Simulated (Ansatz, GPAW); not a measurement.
## A script for PtSe$_{2}$ (GLLB-SC)

These are simulated results from GPAW 26.7.0, not measurements. The cell was built from a prototype and was relaxed with r2SCAN in plane waves (Ansatz 0.2.0). It may be hypothetical. It is a single sheet, repeated along a and b, with vacuum along c. All runs are without spin polarisation.

The sheet's in-plane cell has a = 3.703 Å, b = 3.703 Å (γ = 120.0°), and its outermost atoms lie 2.64 Å apart along the normal. Pt has 6 Se at 2.51 Å; Se has 3 Pt at 2.51 Å.

GLLB-SC is a model potential. Its fundamental gap is the Kohn-Sham gap plus a derivative discontinuity, which the script evaluates at the band edges among the listed k points. Its total energy isn't variational and serves nothing here.

The script, run.py:

```python
import json
from ase import Atoms
from gpaw import GPAW, PW, FermiDirac

atoms = Atoms(['Pt', 'Se', 'Se'],
              cell=[[3.702786, -0.0, -0.0], [-1.851393, 3.206707, 0.0], [-0.0, 0.0, 30.062063]],
              scaled_positions=[[0.0, 0.0, 0.299381], [0.333333, 0.666667, 0.343236], [0.666667, 0.333333, 0.255525]],
              pbc=True)
calc = GPAW(mode=PW(400), xc='GLLBSC', kpts={'size': (6, 6, 1), 'gamma': True},
            occupations=FermiDirac(0.02), maxiter=100, legacy_gpaw=True, txt='gpaw.txt')
atoms.calc = calc
res = {'energy': atoms.get_potential_energy(force_consistent=True)}
res['electrons'] = calc.get_number_of_electrons()
res['k'] = calc.get_ibz_k_points().tolist()
res['levels'] = [calc.get_eigenvalues(kpt=i).tolist() for i in range(len(res['k']))]
points = [[0.0, 0.0, 0.0], [0.5, 0.0, 0.0], [0.333333, 0.333333, 0.0], [-0.083333, 0.041667, 0.0], [0.0, 0.229167, 0.0], [0.2, 0.0, 0.0]]
bands = calc.fixed_density(kpts=points, symmetry='off', nbands=round(res['electrons']) // 2 + 6, convergence={'bands': -2}, txt='bands.txt')
res['points'] = [bands.get_eigenvalues(kpt=i).tolist() for i in range(len(points))]
homo, lumo = bands.get_homo_lumo()
potential = calc.hamiltonian.xc.response.calculate_discontinuity_potential(homo, lumo)
res['discontinuity'] = bands.hamiltonian.xc.response.calculate_discontinuity(potential)
json.dump(res, open('results.json', 'w'))
print('free energy (eV):', round(res['energy'], 5))
```

Command: `python run.py`. It took 2.3 min on 1 thread of Arm Neoverse V1 (shared host), peak memory 0.34 GiB.

The log gpaw.txt, trimmed of paths, versions and times, then the last line on the terminal. An iter line gives the energy in eV and the logarithms of the changes of orbitals (plane waves alone) and density (c: converged):

```
___ ___ ___ _ _ _
 |   |   |_  | | | |

 | | | | | . | | | |

 |__ |  _|___|_____|  26.7.0
 |___|_|

Input parameters:
  kpts: {gamma: True,
         size: (6, 6, 1)}
  maxiter: 100
  mode: {ecut: 400.0,
         name: pw}
  occupations: {fixmagmom: False,
                name: fermi-dirac,
                width: 0.02}
  xc: GLLBSC

System changes: positions, numbers, cell, pbc, initial_charges, initial_magmoms

Initialize ...

species:
  Pt:
    name:    Platinum
    Z:       78.0
    valence: 16
    core:    62
    charge:  0.0  # [|e|]
    compensation charges:
      type: gauss
      rc: 0.41  # [Å]
      lmax: 2
    cutoffs:
      filter: 2.26  # [Å]
      core: 2.26  # [Å]
    projectors
    | kind |    occ | energy [eV] | rcut [Å] |

    |------|--------|-------------|----------|

    |   6s |  1.000 |      -8.677 |    1.307 |

    |   5p |  6.000 |     -58.996 |    1.371 |

    |   6p |  0.000 |      -2.754 |    1.371 |

    |   5d |  9.000 |      -9.406 |    1.307 |

    |    s |        |      18.535 |    1.307 |

    |    d |        |      17.806 |    1.307 |

    Using partial waves for Pt as LCAO basis

  Se:
    name:    Selenium
    Z:       34.0
    valence: 6
    core:    28
    charge:  0.0  # [|e|]
    compensation charges:
      type: gauss
      rc: 0.27  # [Å]
      lmax: 2
    cutoffs:
      filter: 1.77  # [Å]
      core: 2.61  # [Å]
    projectors
    | kind |    occ | energy [eV] | rcut [Å] |

    |------|--------|-------------|----------|

    |   4s |  2.000 |     -19.929 |    0.847 |

    |   4p |  4.000 |      -9.440 |    1.005 |

    |    s |        |       7.282 |    0.847 |

    |    p |        |      17.771 |    1.005 |

    |    d |        |       0.000 |    0.847 |

    Using partial waves for Se as LCAO basis

Reference energy: -632353.981557  # eV

Spin-paired calculation

Convergence criteria:
 Maximum [total energy] change in last 3 cyles: 0.0005 eV / valence electron
 Maximum integral of absolute [dens]ity change: 0.0001 electrons / valence electron
 Maximum integral of absolute [eigenst]ate change: 4e-08 eV^2 / valence electron
 Maximum number of scf [iter]ations: 100
 (Square brackets indicate name in SCF output, whereas a 'c' in
 the SCF output indicates the quantity has converged.)

Symmetries present (total): 1

  ( 1  0  0)
  ( 0  1  0)
  ( 0  0  1)

36 k-points: 6 x 6 x 1 Monkhorst-Pack grid + [1/12,1/12,0.000000]
20 k-points in the irreducible part of the Brillouin zone
       k-points in crystal coordinates                weights
   0:     0.00000000    0.00000000    0.00000000          1/36
   1:     0.00000000    0.16666667    0.00000000          2/36
   2:     0.00000000    0.33333333    0.00000000          2/36
   3:     0.00000000    0.50000000    0.00000000          1/36
   4:     0.16666667   -0.33333333    0.00000000          2/36
   5:     0.16666667   -0.16666667    0.00000000          2/36
   6:     0.16666667    0.00000000    0.00000000          2/36
   7:     0.16666667    0.16666667    0.00000000          2/36
   8:     0.16666667    0.33333333    0.00000000          2/36
   9:     0.16666667    0.50000000    0.00000000          2/36
          ...
  19:     0.50000000    0.50000000    0.00000000          1/36

Wave functions: Plane wave expansion
  Cutoff energy: 400.000 eV
  Number of coefficients (min, max): 6423, 6528
  Pulay-stress correction: 0.000000 eV/Ang^3 (de/decut=0.000000)
  Using FFTW library
  ScaLapack parameters: grid=1x1, blocksize=None
  Wavefunction extrapolation:
    Improved wavefunction reuse through dual PAW basis

Occupation numbers: Fermi-Dirac:
  width: 0.0200  # eV

Eigensolver
   Davidson(niter=2)

Densities:
  Coarse grid: 18*18*140 grid
  Fine grid: 36*36*280 grid
  Total Charge: 0.000000

Density mixing:
  Method: separate
  Backend: msr1
  Linear mixing parameter: 0.05
  old densities: 10
  Width of damping distribution: 1.1
  Damping of long wavelength oscillations: 20

Hamiltonian:
  XC and Coulomb potentials evaluated on a 36*36*280 grid
  Using the GLLBSC Exchange-Correlation functional
  External potential:
    NoExternalPotential

XC parameters: GLLBSC functional being used consists of
  -----------------------------------------------------------------------
  | Weight | Module     | Description                                   |

  -----------------------------------------------------------------------
  |  1.000 | SCREENING  | GGA_X_PBE_SOL with 2 nearest neighbor stencil |

  |  1.000 | RESPONSE   | eps=0.0500 eV                                 |

  |  1.000 | XC         | GGA_C_PBE_SOL with 2 nearest neighbor stencil |

  -----------------------------------------------------------------------

Memory estimate:
  Process memory now: 128.25 MiB
  Calculator: 96.78 MiB
    Density: 24.52 MiB
      Arrays: 9.00 MiB
      Localized functions: 8.60 MiB
      Mixer: 6.92 MiB
    Hamiltonian: 6.09 MiB
      Arrays: 5.88 MiB
      XC: 0.00 MiB
      Poisson: 0.00 MiB
      vbar: 0.21 MiB
    Wavefunctions: 66.17 MiB
      Arrays psit_nG: 39.84 MiB
      Eigensolver: 2.55 MiB
      Projections: 0.27 MiB
      Projectors: 19.78 MiB
      PW-descriptor: 3.72 MiB

Total number of cores used: 1

Number of atoms: 3
Number of atomic orbitals: 20
Number of bands in calculation: 20
Number of valence electrons: 28
Bands to converge: occupied

... initialized

Initializing position-dependent things.

Density initialized from atomic densities
Creating initial wave functions:
  20 bands from LCAO basis set
Positions:
   0 Pt     0.000000    0.000000    9.000010    ( 0.0000,  0.0000,  0.0000)
   1 Se    -0.000002    2.137806   10.318382    ( 0.0000,  0.0000,  0.0000)
   2 Se     1.851395    1.068901    7.681609    ( 0.0000,  0.0000,  0.0000)

Unit cell:
           periodic     x           y           z      points  spacing
  1. axis:    yes    3.702786   -0.000000   -0.000000    18     0.1782
  2. axis:    yes   -1.851393    3.206707    0.000000    18     0.1782
  3. axis:    yes   -0.000000    0.000000   30.062063   140     0.2147

  Lengths:   3.702786   3.702786  30.062063
  Angles:   90.000000  90.000000 119.999998

Effective grid spacing dv^(1/3) = 0.1989

iter:   1   -17.473996
iter:   2   -17.257722   -0.65  -1.30
iter:   3   -16.455305   -1.55  -1.31
iter:   4   -15.985994   -1.86  -1.59
iter:   5   -15.899524   -2.16  -1.60
iter:   6   -15.902955   -2.50  -2.03
iter:   7   -15.946972   -2.63  -1.99
iter:   8   -15.963145   -3.00  -2.49
iter:   9   -15.975112   -3.31  -2.80
iter:  10   -15.975338c  -3.64  -3.13
iter:  11   -15.973037c  -3.88  -3.15
iter:  12   -15.971519c  -4.14  -3.83
iter:  13   -15.970678c  -4.37  -4.10c
iter:  14   -15.971085c  -4.60  -4.18c
iter:  15   -15.971020c  -4.82  -4.83c
iter:  16   -15.971011c  -5.04  -4.95c
iter:  17   -15.970963c  -5.25  -5.27c
iter:  18   -15.971013c  -5.47  -5.21c
iter:  19   -15.971001c  -5.68  -5.73c
iter:  20   -15.970989c  -5.89  -5.85c
iter:  21   -15.970995c  -6.09  -5.97c
iter:  22   -15.970988c  -6.30  -6.18c
iter:  23   -15.970992c  -6.51  -6.15c
iter:  24   -15.970992c  -6.77  -6.51c
iter:  25   -15.970992c  -7.05  -6.34c
iter:  26   -15.970992c  -7.29  -6.28c
iter:  27   -15.970992c  -7.56c -6.23c

Converged after 27 iterations.

Energy contributions relative to reference atoms: (reference = -632353.981557)

Kinetic:        +67.499903
Potential:      -67.147691
External:        +0.000000
XC:             -16.182963
Entropy (-ST):   +0.000000
Local:           -0.140240
SIC:             +0.000000
--------------------------
Free energy:    -15.970992
Extrapolated:   -15.970992

GLLBSC response reference energy: -4.51999 eV (from HOMO)

Showing only first 2 kpts
 Kpt  Band  Eigenvalues  Occupancy
  0    12     -4.52001    2.00000
  0    13     -4.51999    2.00000
  0    14     -1.62948    0.00000
  0    15     -1.62938    0.00000

  1    12     -4.80835    2.00000
  1    13     -4.64766    2.00000
  1    14     -2.90612    0.00000
  1    15     -1.93410    0.00000

Fermi level: -3.66810

Gap: 1.613 eV
Transition (v -> c):
  (s=0, k=0, n=13, [0.00, 0.00, 0.00]) -> (s=0, k=6, n=14, [0.17, 0.00, 0.00])
Direct/indirect transitions are different
Direct gap: 1.741 eV
Transition at: (s=0, k=6, n=13, [0.17, 0.00, 0.00])

free energy (eV): -15.97099
```

The gap in the log is over the mesh alone; results.json adds the listed points. GLLB-SC gives a gap of 1.91 eV (1.353 eV Kohn-Sham over the listed points plus 0.556 eV discontinuity). On the same cell, plane-wave PBE (Ansatz, 12×12×1 k points and the special points) gives a gap of 1.37 eV and r2SCAN a gap of 1.59 eV; on shared hosts these took about 15 and 40 core-seconds on the 3-atom cell, against 140 for the script. Spin-orbit coupling, left out in all these runs, can cut or reorder the gap by tenths of an eV, up to about 1 eV with Pb or Bi.

Spin-orbit coupling is left out, which matters wherever the heavy atoms make up the band edges.
